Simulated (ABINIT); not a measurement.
The system is BaZrO3.

```
CELL_PARAMETERS angstrom
4.19134 0.00000 0.00000
0.00000 4.19134 0.00000
0.00000 0.00000 4.19134
ATOMIC_POSITIONS crystal
Ba 0.00000 0.00000 0.00000
Zr 0.50000 0.50000 0.50000
O 0.50000 0.50000 0.00000
O 0.50000 0.00000 0.50000
O 0.00000 0.50000 0.50000
```

Base run:

- Program: ABINIT 10.8.3 (patched build)
- Functional: PBE
- Potentials or basis: JTH PAW PBE v2.0
- Cutoff: 626 eV
- k mesh: 6 × 6 × 6
- Occupations: fermi-dirac, width 0.05 eV
- Spin: no spin polarisation

Its results: band gap on the k mesh 3.20 eV, indirect (least direct gap 3.42 eV); pressure 4.4 GPa.

Task: The run is repeated on the same cell with these changes: k mesh from 6 × 6 × 6 to 2 × 2 × 2. What comes out?

Result: Band gap on the k mesh 2.99 eV, indirect (least direct gap 3.22 eV); pressure 6.2 GPa.

Caveats: some runs use coarse meshes; this set's barium file shifts pressures by 1.5 GPa and gaps by 0.1 eV against other sets; spin-orbit coupling is left out, which moves the levels of the heavy elements.
